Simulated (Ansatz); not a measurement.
Steps from a short run of molecular dynamics on a 2×2×2 supercell (16 atoms) of MgS (CsCl type), relaxed with r2SCAN; forces from r2SCAN in Ansatz, 2×2×2 mesh, Fermi-Dirac smearing of 0.086 eV, a Nosé-Hoover thermostat at fixed volume, set at 1000 K. Spin polarisation is off, nuclei are classical, and the run is far too short for thermal averages. The structure comes from a prototype and may be hypothetical.

Cell vectors in Å:
```
6.5256 0.0000 0.0000
0.0000 6.5256 0.0000
0.0000 0.0000 6.5256
```

Q: At 3 fs the positions in Å are
```
Mg  -0.002   0.000  -0.044
S    1.633   1.619   1.632
Mg   0.005   0.009   3.240
S    1.627   1.644   4.889
Mg  -0.019   3.253   0.015
S    1.634   4.910   1.606
Mg   0.007   3.267   3.259
S    1.650   4.875   4.892
Mg   3.257  -0.005   0.017
S    4.883   1.633   1.611
Mg   3.259   0.005   3.252
S    4.886   1.636   4.893
Mg   3.279   3.266   0.051
S    4.876   4.874   1.649
Mg   3.263   3.261   3.301
S    4.917   4.908   4.899
```
What are the forces, and how far does the free energy (smearing included) lie above that of step 0, with the atoms on their sites?

A: -1.3 meV an atom; forces in eV/Å:
```
Mg   0.011  -0.011  -0.007
S    0.061   0.135   0.253
Mg   0.004  -0.004  -0.006
S   -0.255  -0.191   0.130
Mg   0.059   0.016  -0.070
S   -0.289   0.173  -0.232
Mg  -0.003   0.010   0.077
S    0.305  -0.131  -0.294
Mg  -0.004   0.011  -0.063
S    0.187  -0.197  -0.227
Mg  -0.006  -0.016   0.067
S   -0.193   0.156  -0.249
Mg  -0.066  -0.008  -0.031
S   -0.175  -0.227   0.327
Mg   0.007   0.009   0.052
S    0.356   0.275   0.272
```

Q: At 9 fs the positions in Å are
```
Mg  -0.005   0.000  -0.132
S    1.635   1.597   1.637
Mg   0.014   0.027   3.193
S    1.615   1.666   4.881
Mg  -0.057   3.235   0.045
S    1.637   4.942   1.553
Mg   0.020   3.275   3.253
S    1.689   4.834   4.885
Mg   3.245  -0.014   0.051
S    4.864   1.634   1.569
Mg   3.250   0.014   3.231
S    4.867   1.648   4.889
Mg   3.310   3.271   0.151
S    4.839   4.831   1.688
Mg   3.263   3.258   3.379
S    4.966   4.939   4.910
```
What are the forces, and how far does the free energy (smearing included) lie above that of step 0, with the atoms on their sites?

A: -11.3 meV an atom; forces in eV/Å:
```
Mg   0.078   0.020  -0.035
S    0.107   0.352   0.619
Mg   0.017   0.015   0.003
S   -0.698  -0.512   0.287
Mg   0.190   0.041  -0.247
S   -0.763   0.398  -0.490
Mg   0.007   0.004   0.269
S    0.788  -0.261  -0.717
Mg  -0.003   0.063  -0.241
S    0.470  -0.553  -0.491
Mg  -0.032  -0.036   0.236
S   -0.457   0.394  -0.627
Mg  -0.249  -0.049  -0.154
S   -0.334  -0.522   0.786
Mg   0.033  -0.003   0.173
S    0.848   0.648   0.630
```

Q: At 21 fs the positions in Å are
```
Mg  -0.006   0.001  -0.308
S    1.645   1.566   1.668
Mg   0.033   0.064   3.100
S    1.565   1.691   4.875
Mg  -0.123   3.200   0.091
S    1.613   5.020   1.431
Mg   0.047   3.290   3.256
S    1.797   4.747   4.845
Mg   3.222  -0.029   0.105
S    4.842   1.614   1.467
Mg   3.231   0.030   3.203
S    4.812   1.685   4.857
Mg   3.357   3.280   0.343
S    4.754   4.730   1.794
Mg   3.265   3.251   3.542
S    5.092   5.022   4.954
```
What are the forces, and how far does the free energy (smearing included) lie above that of step 0, with the atoms on their sites?

A: -56.3 meV an atom; forces in eV/Å:
```
Mg   0.415   0.317   0.200
S    0.259   0.873   0.978
Mg  -0.016   0.050   0.042
S   -1.347  -1.070   0.608
Mg   0.437   0.135  -0.594
S   -1.363   0.276  -0.439
Mg   0.038  -0.029   0.624
S    1.117   0.140  -1.065
Mg   0.105   0.219  -0.670
S    0.929  -1.281  -0.514
Mg  -0.056  -0.090   0.566
S   -0.655   0.662  -1.138
Mg  -0.830  -0.156  -0.572
S   -0.090  -0.350   1.085
Mg   0.224  -0.119   0.159
S    0.832   0.423   0.731
```

Q: At 42 fs the positions in Å are
```
Mg   0.076   0.082  -0.538
S    1.698   1.618   1.818
Mg   0.054   0.130   2.943
S    1.347   1.627   4.933
Mg  -0.175   3.167   0.090
S    1.433   5.168   1.185
Mg   0.097   3.316   3.345
S    2.064   4.651   4.689
Mg   3.204  -0.023   0.101
S    4.905   1.438   1.245
Mg   3.198   0.041   3.231
S    4.665   1.802   4.691
Mg   3.312   3.268   0.592
S    4.611   4.536   2.077
Mg   3.317   3.206   3.798
S    5.354   5.161   5.078
```
What are the forces, and how far does the free energy (smearing included) lie above that of step 0, with the atoms on their sites?

A: -127.1 meV an atom; forces in eV/Å:
```
Mg   0.809   1.006   2.421
S    0.731   1.609   0.557
Mg  -0.516  -0.227  -0.046
S   -0.081  -0.042   0.395
Mg   0.375   0.539  -0.496
S   -0.953  -0.463   0.312
Mg  -0.107   0.213   0.586
S   -1.287   2.691   0.459
Mg   0.379   0.086  -0.855
S    0.988  -1.372  -0.084
Mg   0.326  -0.326   0.500
S    0.957  -1.357  -0.042
Mg  -1.064  -0.301  -0.598
S    0.581   0.483   0.005
Mg   0.290  -0.366  -2.376
S   -1.428  -2.173  -0.740
```

Q: At 45 fs the positions in Å are
```
Mg   0.102   0.109  -0.546
S    1.713   1.641   1.847
Mg   0.052   0.137   2.921
S    1.308   1.611   4.948
Mg  -0.176   3.168   0.082
S    1.394   5.185   1.151
Mg   0.103   3.321   3.366
S    2.097   4.659   4.666
Mg   3.206  -0.019   0.088
S    4.926   1.396   1.211
Mg   3.196   0.039   3.243
S    4.647   1.814   4.661
Mg   3.289   3.262   0.617
S    4.596   4.512   2.122
Mg   3.331   3.193   3.813
S    5.382   5.164   5.092
```
What are the forces, and how far does the free energy (smearing included) lie above that of step 0, with the atoms on their sites?

A: -125.7 meV an atom; forces in eV/Å:
```
Mg   0.158   0.310   2.696
S    0.698   1.542   0.452
Mg  -0.575  -0.292  -0.041
S    0.595   0.685  -0.002
Mg   0.282   0.599  -0.408
S   -0.673  -0.486   0.477
Mg  -0.135   0.295   0.539
S   -1.585   2.829   0.632
Mg   0.360  -0.035  -0.827
S    0.887  -1.122   0.010
Mg   0.404  -0.352   0.421
S    1.538  -2.149   0.418
Mg  -0.882  -0.234  -0.519
S    0.625   0.509  -0.367
Mg  -0.257   0.080  -2.749
S   -1.440  -2.179  -0.732
```

Q: At 51 fs the positions in Å are
```
Mg   0.151   0.163  -0.531
S    1.747   1.700   1.908
Mg   0.042   0.149   2.876
S    1.238   1.586   4.977
Mg  -0.175   3.176   0.061
S    1.313   5.215   1.089
Mg   0.113   3.334   3.415
S    2.149   4.696   4.626
Mg   3.214  -0.013   0.054
S    4.973   1.306   1.146
Mg   3.196   0.032   3.271
S    4.624   1.819   4.606
Mg   3.235   3.248   0.662
S    4.571   4.469   2.207
Mg   3.355   3.170   3.813
S    5.426   5.154   5.113
```
What are the forces, and how far does the free energy (smearing included) lie above that of step 0, with the atoms on their sites?

A: -114.4 meV an atom; forces in eV/Å:
```
Mg  -1.583  -1.676   3.159
S    0.491   1.216   0.285
Mg  -0.611  -0.380   0.031
S    2.109   2.451  -1.056
Mg   0.059   0.663  -0.214
S    0.020  -0.532   0.885
Mg  -0.193   0.446   0.441
S   -1.768   2.582   0.769
Mg   0.278  -0.295  -0.783
S    0.631  -0.516   0.261
Mg   0.546  -0.327   0.214
S    2.407  -3.488   1.148
Mg  -0.428   0.012  -0.432
S    0.738   0.573  -1.225
Mg  -1.548   1.091  -2.950
S   -1.149  -1.820  -0.531
```
